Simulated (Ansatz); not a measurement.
# CdTe: the cost of one run

Method: DFT PBEsol, scalar-relativistic, plane waves, PAW, in Ansatz 0.2.0.

The COD entry's cell or inner coordinates are ideal or old and differ from later refinements, so a difference from it is no clean test against experiment.

That is the level of the relaxation; later steps name their own.

1 further run of the same task is left out (set aside as unsound or not needed).

### 1 The system as given

The structure is cubic, space group F-43m (No. 216). Conventional cell: a = 6.489 Å, b = 6.489 Å, c = 6.489 Å, α = 90.00°, β = 90.00°, γ = 90.00°. Cd (site symmetry -43m) has 4 Te at 2.81 Å as nearest neighbours. Around Te (site symmetry -43m) lie 4 Cd at 2.81 Å.

Structure file:

```cif
data_structure
_symmetry_space_group_name_H-M 'P 1'
_symmetry_Int_Tables_number 1
_cell_length_a 4.5887
_cell_length_b 4.5887
_cell_length_c 4.5887
_cell_angle_alpha 60.000
_cell_angle_beta 60.000
_cell_angle_gamma 60.000
_cell_volume 68.32
loop_
_atom_site_label
_atom_site_type_symbol
_atom_site_fract_x
_atom_site_fract_y
_atom_site_fract_z
_atom_site_occupancy
Cd1 Cd 0.00000 0.00000 0.00000 1
Te1 Te 0.25000 0.25000 0.25000 1
```

This cell was relaxed beforehand with the same method: volume 34.16 Å³/atom, gap on the mesh 0.65 eV.

### 2 Band edges over the whole zone

The input, input.yaml:

```yaml
crystal:
  lattice:
    - [0.0, 3.2446714374, 3.2446714374]
    - [3.2446714374, 0.0, 3.2446714374]
    - [3.2446714374, 3.2446714374, 0.0]
  atoms:
    - { symbol: Cd, position: [0.0, 0.0, 0.0] }
    - { symbol: Te, position: [0.25, 0.25, 0.25] }
basis:
  ecutwfc: 420
kpoints:
  mp_grid: { grid: [8, 8, 8] }
  band_path: { path: [VBM, CBM], npoints: 2 }
hamiltonian:
  xc: pbesol
scf:
  occupations: { method: gaussian, width: 0.02 }
output:
  forces: true
  stress: true
  eigenvalues: true
```

On the command line:

```sh
$ ansatz run input.yaml --threads 2 --pin off --max-ram 5120MiB --backend cpu --events-out ev --progress --plain --runs-dir out
```

Q: Estimate wall time and peak memory on 2 threads of Arm Neoverse V2, shared host.

About 4.2 s, with a peak of 0.36 GiB.
